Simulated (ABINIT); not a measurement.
## MgS (Niningerite) in ABINIT: convergence with k mesh

Input of the first run (k mesh 2 × 2 × 2); the others differ in this setting and in those tied to it:

run.abi

```
# Pseudopotentials
pp_dirpath "./"
pseudos "S.GGA_PBE-JTH.xml, Mg.GGA_PBE-JTH.xml"

# Structure
acell 3*1.0 Angstrom
rprim
     0.0000000000     2.6016500000     2.6016500000
     2.6016500000     0.0000000000     2.6016500000
     2.6016500000     2.6016500000     0.0000000000
ntypat 2
znucl 16 12
natom 2
typat 1 2
xred
     0.5000000000     0.5000000000     0.5000000000
     0.0000000000     0.0000000000     0.0000000000

# Plane-wave basis
ecut 20.0
pawecutdg 40.0
pawxcdev 0

# k points
kptopt 1
ngkpt 2 2 2
nshiftk 1
shiftk 0.0 0.0 0.0

# Exchange and correlation
ixc 11

# Bands and occupations
nband 12
occopt 4
tsmear 0.00367493

# SCF cycle
nstep 100
tolvrs 1.0e-9

# Output
iomode 3
prtwf 0
prtden 0
prteig 0
prtebands 0
enunit 1
```

Potentials or basis: JTH PAW PBE v2.0.

Command:

```console
$ abinit run.abi > log 2>&1
```

Hardware: 1 thread of Arm Neoverse V2, with other jobs on the host.

```
      k mesh  energy less the tightest run (meV/atom)  pressure (GPa)  gap on the mesh (eV)  SCF cycles  CPU time (s)  peak memory (GiB)
   2 × 2 × 2                                   699.30            7.95                 2.450          10             3               0.08
   3 × 3 × 3                                   115.55            2.64                 3.667          11           3.7               0.08
   4 × 4 × 4                                    24.00            1.44                 2.758          11           4.7               0.08
   5 × 5 × 5                                     5.59            1.17                 3.189          11           5.5               0.09
   7 × 7 × 7                                     0.39            1.08                 2.995          11           8.6               0.09
   8 × 8 × 8                                     0.12            1.08                 2.782          12            12               0.09
   9 × 9 × 9                                     0.03            1.07                 2.912          11            13               0.09
11 × 11 × 11                                    -0.01            1.07                 2.870          12            21                0.1
14 × 14 × 14                                     0.00            1.07                 2.783          12            36               0.12
```

Against the tightest run, the energy stays within 1 meV/atom from 7 × 7 × 7 on; the pressure stays within 0.1 GPa from 5 × 5 × 5 on. Not settled before the last step: the gap on the mesh (to 0.01 eV). Meshes of other sizes hit other points, so gaps and Fermi surfaces needn't settle smoothly. The tightest run that finished is the yardstick and may itself not be fully converged.
